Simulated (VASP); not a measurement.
# GaP (F-43m) in VASP: phonons with r2SCAN

Aim: the phonons of GaP with r2SCAN.

Program: VASP 6.6.1. These are calculated values, not measurements. Logs are shortened: lines on timing, memory, paths and dates and some standing lists are left out, and cuts for length are marked.

### 1 Starting point

It takes space group F-43m (No. 216, cubic). Conventional cell: a = 5.451 Å, b = 5.451 Å, c = 5.451 Å, α = 90.00°, β = 90.00°, γ = 90.00°. Ga (site symmetry -43m) has 4 P at 2.36 Å as nearest neighbours. P (site symmetry -43m) has 4 Ga at 2.36 Å as nearest neighbours.

### 2 Phonons, r2SCAN

POSCAR reads:

```
GaP
1.0
    0.0000000000      2.7252500000      2.7252500000
    2.7252500000      0.0000000000      2.7252500000
    2.7252500000      2.7252500000      0.0000000000
Ga P
1 1
Direct
    0.0000000000      0.0000000000      0.0000000000
    0.2500000000      0.2500000000      0.2500000000
```

INCAR.step1 reads:

```
PREC     = Accurate       # precision mode
ENCUT    = 600            # plane-wave cutoff, eV
EDIFF    = 1E-8           # SCF threshold, eV
ISMEAR   = 0              # smearing method
SIGMA    = 0.02           # smearing width, eV
LREAL    = False          # projectors in reciprocal space
LASPH    = True           # aspherical terms in the spheres
NELM     = 60             # most SCF steps
ALGO     = Normal         # electronic algorithm
ISIF     = 3              # what is computed and relaxed
LWAVE    = False          # write WAVECAR
LCHARG   = False          # write CHGCAR
METAGGA  = R2SCAN         # meta-GGA
LMIXTAU  = True         
IBRION   = 2              # ionic algorithm
NSW      = 40             # ionic steps
EDIFFG   = -0.002         # ionic threshold
```

INCAR.step2 reads:

```
PREC     = Accurate       # precision mode
ENCUT    = 600            # plane-wave cutoff, eV
EDIFF    = 1E-8           # SCF threshold, eV
ISMEAR   = 0              # smearing method
SIGMA    = 0.02           # smearing width, eV
LREAL    = False          # projectors in reciprocal space
LASPH    = True           # aspherical terms in the spheres
NELM     = 60             # most SCF steps
ALGO     = Normal         # electronic algorithm
ISIF     = 2              # what is computed and relaxed
LWAVE    = False          # write WAVECAR
LCHARG   = False          # write CHGCAR
METAGGA  = R2SCAN         # meta-GGA
LMIXTAU  = True         
IBRION   = 6              # ionic algorithm
NFREE    = 2            
POTIM    = 0.015          # step
NSW      = 1              # ionic steps
```

KPOINTS reads:

```
Automatic mesh
0
Gamma
  8 8 8
```

Potentials or basis: VASP PAW PBE potentials, release 64 (Ga_d, P).

Started as:

```bash
$ cat potpaw_PBE.64/Ga_d/POTCAR potpaw_PBE.64/P/POTCAR > POTCAR
$ cp INCAR.step1 INCAR
$ mpirun -np 1 vasp_std > vasp.out
$ cp CONTCAR POSCAR
$ cp INCAR.step2 INCAR
$ mpirun -np 1 vasp_std > vasp.out
```

OUTCAR:

```text
PREC = Accurate
   ENCUT = 600
   EDIFF = 1E-8
   ISMEAR = 0
   LREAL = False
   LASPH = True
   NELM = 60
   ISIF = 2
   METAGGA = R2SCAN
   IBRION = 6
   NFREE = 2
   POTIM = 0.015
   NSW = 1

 ion  position               nearest neighbor table
   1  0.000  0.000  0.000-   2 2.36   2 2.36   2 2.36   2 2.36
   2  0.250  0.250  0.250-   1 2.36   1 2.36   1 2.36   1 2.36

  LATTYP: Found a face centered cubic cell.
 ALAT       =     5.4495216364

  Lattice vectors:

 A1 = (   0.0000000000,   2.7247608182,   2.7247608182)
 A2 = (   2.7247608182,   0.0000000000,   2.7247608182)
 A3 = (   2.7247608182,   2.7247608182,   0.0000000000)

Analysis of symmetry for initial positions (statically):
=====================================================================
 Subroutine PRICEL returns:
 Original cell was already a primitive cell.

 Routine SETGRP: Setting up the symmetry group for a
 face centered cubic supercell.

 Subroutine GETGRP returns: Found 24 space group operations
 (whereof 24 operations were pure point group operations)
 out of a pool of 48 trial point group operations.

The static configuration has the point symmetry T_d .

Analysis of symmetry for dynamics (positions and initial velocities):
=====================================================================
 Subroutine PRICEL returns:
 Original cell was already a primitive cell.

 Routine SETGRP: Setting up the symmetry group for a
 face centered cubic supercell.

 Subroutine GETGRP returns: Found 24 space group operations
 (whereof 24 operations were pure point group operations)
 out of a pool of 48 trial point group operations.

The dynamic configuration has the point symmetry T_d .

 Subroutine INISYM returns: Found 24 space group operations
 (whereof 24 operations are pure point group operations),
 and found     1 'primitive' translations

----------------------------------------------------------------------------------------

                                     Primitive cell

  volume of cell :      40.4590

  direct lattice vectors                    reciprocal lattice vectors
     0.000000000  2.724760818  2.724760818    -0.183502345  0.183502345  0.183502345
     2.724760818  0.000000000  2.724760818     0.183502345 -0.183502345  0.183502345
     2.724760818  2.724760818  0.000000000     0.183502345  0.183502345 -0.183502345

  length of vectors
     3.853393703  3.853393703  3.853393703     0.317835385  0.317835385  0.317835385

  position of ions in fractional coordinates (direct lattice)
     0.000000000  0.000000000  0.000000000
     0.250000000  0.250000000  0.250000000

  ion indices of the primitive-cell ions
   primitive index   ion index
                 1           1
                 2           2

----------------------------------------------------------------------------------------

 KPOINTS: Automatic mesh

Automatic generation of k-mesh.
 Grid dimensions read from file:
 generate k-points for:    8    8    8

 Generating k-lattice:

  Cartesian coordinates                     Fractional coordinates (reciprocal lattice)
    -0.022937793  0.022937793  0.022937793     0.125000000  0.000000000  0.000000000
     0.022937793 -0.022937793  0.022937793     0.000000000  0.125000000  0.000000000
     0.022937793  0.022937793 -0.022937793     0.000000000  0.000000000  0.125000000

  Length of vectors
[... 57 lines left out ...]
   EDIFFG = 0.1E-06   stopping-criterion for IOM
   NSW    =     61    number of steps for IOM
   IBRION =      6    ionic relax: 0-MD 1-quasi-New 2-CG
   NFREE  =      2    steps in history (QN), initial steepest desc. (CG)
   ISIF   =      2    stress and relaxation
   ISYM   =      2    0-nonsym 1-usesym 2-fastsym
   POTIM  = 0.0150    time-step for ionic-motion
   TEBEG  =    0.0;   TEEND  =   0.0 temperature during run
   PSTRESS=    0.0 pullay stress
   NELECT =      18.0000    total number of electrons
   NUPDOWN=      -1.0000    fix difference up-down
   EMIN   =  10.00;   EMAX   =-10.00  energy-range for DOS
   EFERMI =   0.00;   METHOD = LEGACY
   ISMEAR =     0;   SIGMA  =   0.02  broadening in eV -4-tet -1-fermi 0-gaus
   EFERMI_NEDOS =   21; number of points for ismear=-14 and -15
   IALGO  =     38    algorithm
   IMIX   =      4    mixing-type and parameters
     AMIX     =   0.40;   BMIX     =  1.00
     AMIX_MAG =   1.60;   BMIX_MAG =  1.00
  volume/ion in A,a.u.               =      20.23       136.52
  Fermi-wavevector in a.u.,A,eV,Ry     =   1.249762  2.361708 21.251005  1.561905
  Thomas-Fermi vector in A             =   2.383787
   LORBIT       =      0    0 simple, 1 ext, 2 COOP (PROOUT), +10 PAW based schemes
   METAGGA = R2SCAN    functional components
   LHFCALC =     F    Hartree Fock is set to
   AEXX    =    0.0000 exact exchange contribution
   IVDW    =     0    specifies the selected vdW correction
   LEPSILON=     F    determine dielectric tensor
   LRPA    =     F    only Hartree local field effects (RPA)
 finite differences with symmetry
 non-spin polarized calculation
 Gauss-broadening in eV      SIGMA  =   0.02
  energy-cutoff  :      600.00
  volume of cell :       40.46
 maximum number of plane-waves:      1365
   NGX = 15   NGY = 15   NGZ = 15

--------------------------------------- Ionic step        1  -------------------------------------------

 number of electron      18.0000003 magnetization

 Free energy of the ion-electron system (eV)
  ---------------------------------------------------
  ext. energy  EPLUGINS =         0.00000000
  ---------------------------------------------------
  free energy    TOTEN  =       -21.46423207 eV

  energy without entropy =      -21.46423207  energy(sigma->0) =      -21.46423207

------------------------ aborting loop because EDIFF is reached ----------------------------------------

  FORCE on cell =-STRESS in cart. coord.  units (eV):
  Direction    XX          YY          ZZ          XY          YZ          ZX
  --------------------------------------------------------------------------------------
  -------------------------------------------------------------------------------------
  Total        0.0038657      0.0038657      0.0038657      0.0000000      0.0000000     -0.0000000
  in kB        0.1530821      0.1530821      0.1530821      0.0000000      0.0000000     -0.0000000
  external PRESSURE =       0.1530821 kB  Pullay stress =       0.0000000 kB
[... 131 lines left out ...]
--------------------------------------- Ionic step        5  -------------------------------------------

 number of electron      18.0000003 magnetization

 Free energy of the ion-electron system (eV)
  ---------------------------------------------------
  ext. energy  EPLUGINS =         0.00000000
  ---------------------------------------------------
  free energy    TOTEN  =       -21.46307790 eV

  energy without entropy =      -21.46307790  energy(sigma->0) =      -21.46307790

 E-fermi :   4.6409     XC(G=0): -10.5513

 val. band max:        4.5144002261   @ k =   0.0000   0.0000   0.0000
 cond. band min:       6.3672064578   @ k =   0.0000   0.3750   0.3750
 fundamental gap:      1.8528062317
 Fermi energy:         4.6408839654

 k-point     1 :       0.0000    0.0000    0.0000
  band No.  band energies     occupation
      1     -10.5262      2.00000
      2     -10.5243      2.00000
      3     -10.5218      2.00000
      4     -10.4107      2.00000
      5     -10.4106      2.00000
      6      -8.5578      2.00000
      7       4.4194      2.00000
      8       4.4680      2.00000
      9       4.5144      2.00000
     10       6.8165      0.00000
     11       8.6322      0.00000
     12       8.6580      0.00000
     13       8.6863      0.00000
[... 354 lines left out ...]
  band No.  band energies     occupation
      1     -10.6250      2.00000
      2     -10.4889      2.00000
      3     -10.4764      2.00000
      4     -10.4163      2.00000
      5     -10.4030      2.00000
      6      -5.9612      2.00000
      7      -2.1814      2.00000
      8       1.1728      2.00000
      9       2.4780      2.00000
     10       8.3022      0.00000
     11       9.1421      0.00000
     12      11.3773      0.00000
     13      12.9045      0.00000

 [... further k-points ...]
[... 5 lines left out ...]
  --------------------------------------------------------------------------------------
  -------------------------------------------------------------------------------------
  Total        0.0042752      0.0067946      0.0067946      0.0000000      0.1103742      0.0000000
  in kB        0.1692983      0.2690671      0.2690671      0.0000000      4.3708219      0.0000000
  external PRESSURE =       0.2358108 kB  Pullay stress =       0.0000000 kB
[... 17 lines left out ...]
  FREE ENERGIE OF THE ION-ELECTRON SYSTEM (eV)
  ---------------------------------------------------
  free  energy   TOTEN  =       -21.4630779030 eV

  energy  without entropy=      -21.4630779030  energy(sigma->0) =      -21.46307790

 INTERNAL STRAIN TENSORS FROM DISPLACED ATOMS
 ============================================

 INTERNAL STRAIN TENSOR FOR ION    1 for displacements in x,y,z  (eV/Angst):
          X           Y           Z          XY          YZ          ZX
  --------------------------------------------------------------------------------
  x     0.00000     0.00000     0.00000     0.00000     7.34343     0.00000
  y     0.00000     0.00000     0.00000     0.00000     0.00000     7.34343
  z     0.00000     0.00000     0.00000     7.34343     0.00000     0.00000

 INTERNAL STRAIN TENSOR FOR ION    2 for displacements in x,y,z  (eV/Angst):
          X           Y           Z          XY          YZ          ZX
  --------------------------------------------------------------------------------
  x     0.00000    -0.00000    -0.00000     0.00000    -7.38170     0.00000
  y    -0.00000     0.00000    -0.00000     0.00000     0.00000    -7.38170
  z    -0.00000    -0.00000     0.00000    -7.38170     0.00000     0.00000

 Eigenvectors and eigenvalues of the dynamical matrix
 ----------------------------------------------------

   1 f  =   10.865163 THz    68.267834 2PiTHz  362.422834 cm-1    44.934684 meV
             X         Y         Z           dx          dy          dz
      0.000000  0.000000  0.000000    -0.014190   -0.041863   -0.560417
      1.362380  1.362380  1.362380     0.020875    0.061588    0.824469
[... 21 lines left out ...]
   6 f/i=    0.098812 THz     0.620856 2PiTHz    3.296023 cm-1     0.408655 meV
             X         Y         Z           dx          dy          dz
      0.000000  0.000000  0.000000    -0.072973    0.220250    0.793816
      1.362380  1.362380  1.362380    -0.049602    0.149710    0.539581

 ELASTIC MODULI CONTR FROM IONIC RELAXATION (kBar)
 Direction    XX          YY          ZZ          XY          YZ          ZX
 --------------------------------------------------------------------------------
 XX          -0.0000     -0.0000     -0.0000     -0.0000     -0.0000     -0.0000
 YY          -0.0000     -0.0000     -0.0000     -0.0000     -0.0000     -0.0000
 ZZ          -0.0000     -0.0000     -0.0000     -0.0000     -0.0000     -0.0000
 XY          -0.0000     -0.0000     -0.0000   -205.6249      0.0000      0.0000
 YZ          -0.0000     -0.0000     -0.0000      0.0000   -205.6249     -0.0000
 ZX          -0.0000     -0.0000     -0.0000      0.0000     -0.0000   -205.6249
 --------------------------------------------------------------------------------
```

Wall time 6.2 min (1 thread of Intel Xeon 6975P-C (Granite Rapids), shared host); peak memory 0.27 GiB.

What came out:

| Property | Result |
| --- | --- |
| Relaxed volume | 20.23 Å³/atom |
| Relaxed cell | a = 3.853 Å, b = 3.853 Å, c = 3.853 Å, α = 60.00°, β = 60.00°, γ = 60.00° |
| Space group after relaxing (to 0.05 Å) | F-43m (No. 216) |
| Highest phonon frequency at Γ, LO-TO splitting left out | 362 cm⁻¹ |

Final structure:
```yaml
crystal:
  lattice:
    - [0.00000, 2.72476, 2.72476]
    - [2.72476, 0.00000, 2.72476]
    - [2.72476, 2.72476, 0.00000]
  atoms:
    - { symbol: Ga, position: [0.00000, 0.00000, 0.00000] }
    - { symbol: P, position: [0.25000, 0.25000, 0.25000] }
```

Phonon frequencies in cm⁻¹ (negative: imaginary):
```
              q point           frequencies
(0.000, 0.000, 0.000)  -3 -3 -3 362 362 362
```

Caveat: the PAW data sets were made with another functional, which shifts forces and pressure a little.
